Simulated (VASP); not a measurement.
# W in VASP: further runs

The runs below take W through single point, relaxation of the atoms, with PBE.

Everything below comes from runs of VASP 6.6.1. Logs are shortened: lines on timing, memory, paths and dates and some standing lists are left out, and cuts for length are marked.

## Step 1: The structure

The cell holds a slab with vacuum, 3 atoms: a = 2.758 Å, b = 2.758 Å, c = 19.504 Å, α = 90.00°, β = 90.00°, γ = 109.47°.

The slab is cut from a database's or a generator's crystal, which needn't be the stable form of the element.

## Step 2: Single point, PBE

Contents of INCAR:

```
ALGO = Normal
DIPOL = 0.5 0.5 0.500
EDIFF = 1E-7
ENCUT = 520
GGA = PE
ICORELEVEL = 1
IDIPOL = 3
ISIF = 2
ISMEAR = 1
KPAR = 2
LASPH = T
LCHARG = F
LDIPOL = T
LREAL = F
LVACPOTAV = T
LVHAR = T
LWAVE = F
NBANDS = 28
NELM = 80
PREC = Accurate
SIGMA = 0.1
```

Contents of KPOINTS:

```
k-points
0
Gamma
  15 15 1
```

Contents of POSCAR:

```
W
1.0
    2.7579548900      0.0000000000      0.0000000000
   -0.9193183000      2.6002248100      0.0000000000
    0.0000000000      0.0000000000     19.5037214800
W
3
Direct
    0.5000000000      0.5000000000      0.3845420000
    0.0000000000      0.0000000000      0.5000000000
    0.5000000000      0.5000000000      0.6154580000
```

Potentials or basis: VASP PAW PBE potentials, release 64 (W_sv).

Launch:

```sh
cat potpaw_PBE.64/W_sv/POTCAR > POTCAR
mpirun -np 2 vasp_std > vasp.out
```

OUTCAR:

```text
EDIFF = 1E-7
   ENCUT = 520
   GGA = PE
   ISIF = 2
   ISMEAR = 1
   LASPH = T
   LREAL = F
   NELM = 80
   PREC = Accurate

 ion  position               nearest neighbor table
   1  0.500  0.500  0.385-   2 2.76   2 2.76   2 3.18   2 3.18
   2  0.000  0.000  0.500-   1 2.76   3 2.76   1 2.76   3 2.76   1 3.18   3 3.18   1 3.18   3 3.18

   3  0.500  0.500  0.615-   2 2.76   2 2.76   2 3.18   2 3.18

  LATTYP: Found a base centered orthorhombic cell.
 ALAT       =     3.1846119972
 B/A-ratio  =     1.4142135635
 C/A-ratio  =     6.1243635009

  Lattice vectors:

 A1 = (   2.7579548900,   0.0000000000,   0.0000000000)
 A2 = (  -0.9193183000,   2.6002248100,   0.0000000000)
 A3 = (   0.0000000000,   0.0000000000,  19.5037214800)

Analysis of symmetry for initial positions (statically):
=====================================================================
 Subroutine PRICEL returns:
 Original cell was already a primitive cell.

 Routine SETGRP: Setting up the symmetry group for a
 base centered orthorhombic supercell.

 Subroutine GETGRP returns: Found  8 space group operations
 (whereof  8 operations were pure point group operations)
 out of a pool of  8 trial point group operations.

The static configuration has the point symmetry D_2h.

Analysis of symmetry for dynamics (positions and initial velocities):
=====================================================================
 Subroutine PRICEL returns:
 Original cell was already a primitive cell.

 Routine SETGRP: Setting up the symmetry group for a
 base centered orthorhombic supercell.

 Subroutine GETGRP returns: Found  8 space group operations
 (whereof  8 operations were pure point group operations)
 out of a pool of  8 trial point group operations.

The dynamic configuration has the point symmetry D_2h.

 Subroutine INISYM returns: Found  8 space group operations
 (whereof  8 operations are pure point group operations),
 and found     1 'primitive' translations

----------------------------------------------------------------------------------------

                                     Primitive cell

  volume of cell :     139.8671

  direct lattice vectors                    reciprocal lattice vectors
     2.757954890  0.000000000  0.000000000     0.362587511  0.128194044  0.000000000
    -0.919318300  2.600224810  0.000000000     0.000000000  0.384582132  0.000000000
     0.000000000  0.000000000 19.503721480     0.000000000  0.000000000  0.051272266

  length of vectors
     2.757954890  2.757954894 19.503721480     0.384582132  0.384582132  0.051272266

  position of ions in fractional coordinates (direct lattice)
     0.500000000  0.500000000  0.384542000
     0.000000000  0.000000000  0.500000000
     0.500000000  0.500000000  0.615458000

  ion indices of the primitive-cell ions
   primitive index   ion index
                 1           1
                 2           2
                 3           3

----------------------------------------------------------------------------------------

 KPOINTS: k-points

Automatic generation of k-mesh.
 Grid dimensions read from file:
 generate k-points for:   15   15    1

 Generating k-lattice:

  Cartesian coordinates                     Fractional coordinates (reciprocal lattice)
     0.024172501  0.008546270  0.000000000     0.066666667  0.000000000  0.000000000
     0.000000000  0.025638809  0.000000000     0.000000000  0.066666667  0.000000000
     0.000000000  0.000000000  0.051272266     0.000000000  0.000000000  1.000000000

  Length of vectors
     0.025638809  0.025638809  0.051272266

  Shift w.r.t. Gamma in fractional coordinates (k-lattice)
     0.000000000  0.000000000  0.000000000

 Subroutine IBZKPT returns following result:
 ===========================================

 Found     64 irreducible k-points:

 Following reciprocal coordinates:
            Coordinates               Weight
  0.000000  0.000000  0.000000      1.000000
  0.066667  0.000000  0.000000      4.000000
  0.133333  0.000000  0.000000      4.000000
  0.200000  0.000000  0.000000      4.000000
  0.266667  0.000000  0.000000      4.000000
  0.333333  0.000000  0.000000      4.000000
[... 16 lines left out ...]
  0.133333  0.133333  0.000000      2.000000
  0.200000  0.133333  0.000000      4.000000
 [... further k-points ...]
   k-points           NKPTS =     64   k-points in BZ     NKDIM =     64   number of bands    NBANDS=     28
   number of dos      NEDOS =    301   number of ions     NIONS =      3
   total plane-waves  NPLWV =  86400
   dimension x,y,z NGX =    24 NGY =   24 NGZ =  150
   dimension x,y,z NGXF=    48 NGYF=   48 NGZF=  300
   ions per type =               3
   NGX,Y,Z   is equivalent  to a cutoff of  14.47, 14.47, 12.79 a.u.
   NGXF,Y,Z  is equivalent  to a cutoff of  28.93, 28.93, 25.57 a.u.
 SYSTEM =  unknown system
   PREC   = accura    normal or accurate (medium, high low for compatibility)
   ISTART =      0    job   : 0-new  1-cont  2-samecut
   ICHARG =      2    charge: 1-file 2-atom 10-const
   ISPIN  =      1    spin polarized calculation?
   LNONCOLLINEAR =      F non collinear calculations
   LSORBIT =      F    spin-orbit coupling
   LASPH  =      T    aspherical Exc in radial PAW
   ENCUT  =  520.0 eV  38.22 Ry    6.18 a.u.   5.13  5.13 36.26*2*pi/ulx,y,z
   NELM   =     80;   NELMIN=  2; NELMDL= -5     # of ELM steps
   EDIFF  = 0.1E-06   stopping-criterion for ELM
   LREAL  =      F    real-space projection
   EDIFFG = 0.1E-05   stopping-criterion for IOM
   NSW    =      0    number of steps for IOM
   IBRION =     -1    ionic relax: 0-MD 1-quasi-New 2-CG
   NFREE  =      0    steps in history (QN), initial steepest desc. (CG)
   ISIF   =      2    stress and relaxation
   ISYM   =      2    0-nonsym 1-usesym 2-fastsym
   POTIM  = 0.5000    time-step for ionic-motion
   TEBEG  =    0.0;   TEEND  =   0.0 temperature during run
   PSTRESS=    0.0 pullay stress
   NELECT =      42.0000    total number of electrons
   NUPDOWN=      -1.0000    fix difference up-down
   EMIN   =  10.00;   EMAX   =-10.00  energy-range for DOS
   EFERMI =   0.00;   METHOD = LEGACY
   ISMEAR =     1;   SIGMA  =   0.10  broadening in eV -4-tet -1-fermi 0-gaus
   EFERMI_NEDOS =   21; number of points for ismear=-14 and -15
   IALGO  =     38    algorithm
   IMIX   =      4    mixing-type and parameters
     AMIX     =   0.40;   BMIX     =  1.00
     AMIX_MAG =   1.60;   BMIX_MAG =  1.00
  volume/ion in A,a.u.               =      46.62       314.62
  Fermi-wavevector in a.u.,A,eV,Ry     =   1.096275  2.071659 16.351731  1.201818
  Thomas-Fermi vector in A             =   2.232614
   LORBIT       =      0    0 simple, 1 ext, 2 COOP (PROOUT), +10 PAW based schemes
   GGA     = PE    functional components
   LHFCALC =     F    Hartree Fock is set to
   AEXX    =    0.0000 exact exchange contribution
   IVDW    =     0    specifies the selected vdW correction
   LEPSILON=     F    determine dielectric tensor
   LRPA    =     F    only Hartree local field effects (RPA)
 non-spin polarized calculation
 Methfessel and Paxton  Order N= 1 SIGMA  =   0.10
  energy-cutoff  :      520.00
  volume of cell :      139.87
 maximum number of plane-waves:      3799
 NGX is ok and might be reduce to    24
   NGX = 11   NGY = 11   NGZ = 73

 number of electron      41.9999997 magnetization

 dipolmoment           0.000000      0.000000     -0.000000 electrons x Angstroem

 Free energy of the ion-electron system (eV)
  ---------------------------------------------------
  ext. energy  EPLUGINS =         0.00000000
  ---------------------------------------------------
  free energy    TOTEN  =       -35.81318065 eV

  energy without entropy =      -35.81096351  energy(sigma->0) =      -35.81244160

 the core state eigenenergies are
   1-  1s -69462.4410  2s -11982.9653  2p -10476.5738  3s  -2755.5495  3p  -2309.6628
       3d  -1797.6245  4s   -563.9795  4p   -417.7640  4d   -232.6417  4f    -27.5305

   2-  1s -69462.4629  2s -11983.0176  2p -10476.6236  3s  -2755.6211  3p  -2309.7344
       3d  -1797.6948  4s   -564.0793  4p   -417.8668  4d   -232.7487  4f    -27.6503

   3-  1s -69462.4410  2s -11982.9653  2p -10476.5738  3s  -2755.5495  3p  -2309.6628
       3d  -1797.6245  4s   -563.9795  4p   -417.7640  4d   -232.6417  4f    -27.5305

 E-fermi :   0.7568     XC(G=0):  -5.7866

 val. band max:        0.7424905168   @ k =   0.4667   0.0000   0.0000
 cond. band min:       0.7578705517   @ k =  -0.2000   0.1333   0.0000
 fundamental gap:      0.0153800349
 Fermi energy:         0.7567761010

 k-point     1 :       0.0000    0.0000    0.0000
  band No.  band energies     occupation
      1     -73.4405      2.00000
      2     -73.2512      2.00000
      3     -73.2411      2.00000
      4     -38.0468      2.00000
      5     -37.6239      2.00000
      6     -37.3506      2.00000
[... 20 lines left out ...]
     27       3.1262      0.00000
     28       3.1688      0.00000

 k-point     2 :       0.0667    0.0000    0.0000
  band No.  band energies     occupation
      1     -73.4374      2.00000
      2     -73.2485      2.00000
      3     -73.2388      2.00000
      4     -38.0355      2.00000
      5     -37.6340      2.00000
      6     -37.3552      2.00000
[... 20 lines left out ...]
     27       3.1743      0.00000
     28       3.2379      0.00000

 k-point     3 :       0.1333    0.0000    0.0000
  band No.  band energies     occupation
      1     -73.4287      2.00000
      2     -73.2412      2.00000
      3     -73.2326      2.00000
      4     -38.0033      2.00000
      5     -37.6711      2.00000
      6     -37.3746      2.00000
[... 616 lines left out ...]
      3     -73.2241      2.00000
      4     -37.9292      2.00000
      5     -37.7705      2.00000
      6     -37.3755      2.00000
[... 20 lines left out ...]
     27       3.6551      0.00000
     28       3.6786      0.00000

 k-point    24 :       0.2000    0.1333    0.0000
  band No.  band energies     occupation
      1     -73.4002      2.00000
      2     -73.2184      2.00000
      3     -73.2150      2.00000
      4     -37.8766      2.00000
      5     -37.8404      2.00000
      6     -37.4444      2.00000
[... 20 lines left out ...]
     27       3.6928      0.00000
     28       4.0095      0.00000

 [... further k-points ...]

------------------------ aborting loop because EDIFF is reached ----------------------------------------

  FORCE on cell =-STRESS in cart. coord.  units (eV):
  Direction    XX          YY          ZZ          XY          YZ          ZX
  --------------------------------------------------------------------------------------
  -------------------------------------------------------------------------------------
  Total       -4.7635174     -5.2213868     -2.9183215     -0.6475251      0.0000000      0.0000000
  in kB      -54.5660848    -59.8109784    -33.4293683     -7.4173994      0.0000000      0.0000000
  external PRESSURE =     -49.2688105 kB  Pullay stress =       0.0000000 kB

 VOLUME and BASIS-vectors are now :
 -----------------------------------------------------------------------------
  energy-cutoff  :      520.00
  volume of cell :      139.87
      direct lattice vectors                 reciprocal lattice vectors
     2.757954890  0.000000000  0.000000000     0.362587511  0.128194044  0.000000000
    -0.919318300  2.600224810  0.000000000     0.000000000  0.384582132  0.000000000
     0.000000000  0.000000000 19.503721480     0.000000000  0.000000000  0.051272266

 POSITION                                       TOTAL-FORCE (eV/Angst)
 -----------------------------------------------------------------------------------
      0.91932      1.30011      7.50000         0.000000     -0.000000      0.640487
      0.00000      0.00000      9.75186         0.000000      0.000000      0.000000
      0.91932      1.30011     12.00372        -0.000000      0.000000     -0.640487
 -----------------------------------------------------------------------------------
    total drift:                                0.000000      0.000000     -0.000000

  FREE ENERGIE OF THE ION-ELECTRON SYSTEM (eV)
  ---------------------------------------------------
  free  energy   TOTEN  =       -35.8131806470 eV

  energy  without entropy=      -35.8109635104  energy(sigma->0) =      -35.81244160

 vacuum level on the upper side and lower side of the slab         5.627         5.627
```

It took 72 s on 2 MPI ranks of Intel Xeon 6975P-C (Granite Rapids), shared host; peak memory 0.37 GiB.

Results:

```
Free energy                     : -35.8132 eV
Largest force                   : 0.640 eV/Å
Band gap on the k mesh          : none (metal or under the smearing width)
Work function of the upper face : 4.87 eV
Work function of the lower face : 4.87 eV
```

Forces in eV/Å, atoms in the order of the input:
```
W    0.000  0.000  0.640
W    0.000  0.000  0.000
W    0.000  0.000 -0.640
```

Levels at points of the mesh, in eV from the Fermi level:
```
           k point  band 19  band 20  band 21  band 22  band 23  band 24
(0.00, 0.00, 0.00)    -1.36    -1.17    -0.66    -0.26     0.55     1.77
```

Core levels (eV, on the scale of the bands):
| atom | levels |
| --- | --- |
| 1 W | 1s -69462.4, 2s -11983.0, 2p -10476.6, 3s -2755.5, 3p -2309.7, 3d -1797.6, 4s -564.0, 4p -417.8, 4d -232.6, 4f -27.5 |
| 2 W | 1s -69462.5, 2s -11983.0, 2p -10476.6, 3s -2755.6, 3p -2309.7, 3d -1797.7, 4s -564.1, 4p -417.9, 4d -232.7, 4f -27.7 |
| 3 W | 1s -69462.4, 2s -11983.0, 2p -10476.6, 3s -2755.5, 3p -2309.7, 3d -1797.6, 4s -564.0, 4p -417.8, 4d -232.6, 4f -27.5 |

## Step 3: Relaxation of the atoms, PBE

Contents of INCAR:

```
ALGO = Normal
DIPOL = 0.5 0.5 0.500
EDIFF = 1E-6
EDIFFG = -0.02
ENCUT = 520
GGA = PE
IBRION = 2
IDIPOL = 3
ISIF = 2
ISMEAR = 1
KPAR = 2
LASPH = T
LCHARG = F
LDIPOL = T
LREAL = F
LWAVE = F
NELM = 80
NSW = 80
PREC = Accurate
SIGMA = 0.1
```

KPOINTS is that of step 2.

POSCAR is that of step 2.

Potentials or basis: VASP PAW PBE potentials, release 64 (W_sv).

Launch:

```sh
cat potpaw_PBE.64/W_sv/POTCAR > POTCAR
mpirun -np 2 vasp_std > vasp.out
```

Wall time 2 min (2 MPI ranks of Intel Xeon 6975P-C (Granite Rapids), shared host); peak memory 0.39 GiB.

The run converged. Its results:

```yaml
Free_energy: -35.8609 eV
Energy_gained_by_relaxing: 15.9 meV/atom
Ionic_steps: 3
Largest_force_after_relaxing: 0.007 eV/Å
Band_gap_on_the_k_mesh: none (metal or under the smearing width)
```

Forces in eV/Å, atoms in the order of the input:
```
W    0.000  0.000  0.007
W    0.000  0.000  0.000
W    0.000  0.000 -0.007
```

Step by step:
| step | energy change (eV) | largest force (eV/Å) | pressure (GPa) |
| --- | --- | --- | --- |
| 1 | 0.0000 | 0.6405 | -4.93 |
| 2 | -0.0318 | 0.3821 | -3.98 |
| 3 | -0.0478 | 0.0074 | -2.67 |

Final structure:
```cif
data_structure
_symmetry_space_group_name_H-M 'P 1'
_symmetry_Int_Tables_number 1
_cell_length_a 2.7580
_cell_length_b 2.7580
_cell_length_c 19.5037
_cell_angle_alpha 90.000
_cell_angle_beta 90.000
_cell_angle_gamma 109.471
_cell_volume 139.87
loop_
_atom_site_label
_atom_site_type_symbol
_atom_site_fract_x
_atom_site_fract_y
_atom_site_fract_z
_atom_site_occupancy
W1 W 0.50000 0.50000 0.38818 1
W2 W 0.00000 0.00000 0.50000 1
W3 W 0.50000 0.50000 0.61182 1
```

Levels at points of the mesh, in eV from the Fermi level:
```csv
k point,band 17,band 18,band 19,band 20,band 21,band 22,band 23,band 24,band 25
"(0.00, 0.00, 0.00)",-2.05,-1.45,-1.26,-1.05,-0.64,-0.57,0.75,1.80,2.04
```

[end of part 1 of 2]
